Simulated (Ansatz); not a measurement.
## Relaxing Te$_{2}$Mo

Computed with DFT PBEsol, scalar-relativistic, plane waves, PAW (Ansatz). (420 eV cutoff, 12×12×2 k-mesh, Gaussian smearing of 0.02 eV, no spin polarisation)

What was changed: biaxial strain in the a-b plane, c and atoms relaxed: -1.5 %.

Command:

```bash
ansatz run input.yaml --threads 1 --pin off --max-ram 2560MiB --backend cpu --events-out ev --progress --plain --runs-dir out
```

Input:

```yaml
crystal:
  lattice:
    - [3.4387089123, 0.0, 0.0]
    - [-1.7193544562, 2.9780092743, 0.0]
    - [0.0, 0.0, 17.6841616508]
  atoms:
    - { symbol: Te, position: [0.3333333333, 0.6666666667, 0.8971077568] }
    - { symbol: Te, position: [0.3333333333, 0.6666666667, 0.1028922432] }
    - { symbol: Mo, position: [0.0, 0.0, 0.0] }
basis:
  ecutwfc: 420
kpoints:
  mp_grid: { grid: [12, 12, 2] }
hamiltonian:
  xc: pbesol
scf:
  occupations: { method: gaussian, width: 0.02 }
output:
  forces: true
  stress: true
  eigenvalues: true
relax:
  adjacent_minimum: "off"
  f_tol: 0.008
  max_steps: 40
  cell: { stress_tol: 0.015, fix: [a, b, gamma] }
```

F is the free energy. Steps run on the plane waves of an earlier cell, but the last one, and at times one on the way, on a freshly chosen basis, so a repeated geometry can differ a little in energy. The held parts of the cell keep their stress, so P needn't end at zero.

Steps:

```csv
step,F − F(1) (eV),largest force component (eV/Å),V (Å³/atom),P (GPa)
1,0.0000,0.064,60.365,0.79
2,0.0019,0.175,60.376,0.34
3,-0.0003,0.001,60.365,0.67
4,-0.0003,0.001,60.365,0.67
```

Relaxed structure:

```xyz
3
Lattice="3.4387 0.0000 0.0000 -1.7194 2.9780 0.0000 0.0000 0.0000 17.6842" Properties=species:S:1:pos:R:3 pbc="T T T"
Te    0.0000    1.9853   15.8601
Te    0.0000    1.9853    1.8242
Mo    0.0000    0.0000    0.0000
```

The structure is hexagonal, space group P-6m2 (No. 187). Conventional cell: a = 3.439 Å, b = 3.439 Å, c = 17.684 Å, α = 90.00°, β = 90.00°, γ = 120.00°. Around Te (site symmetry 3m) lie 3 Mo at 2.70 Å. Mo (site symmetry -6m2) has 6 Te at 2.70 Å as nearest neighbours.

The run converged. It took 72 s on 1 thread of Intel(R) Xeon(R) Platinum 8259CL CPU @ 2.50GHz (Skylake/Cascade Lake), with other jobs on the host, peak memory 0.55 GiB.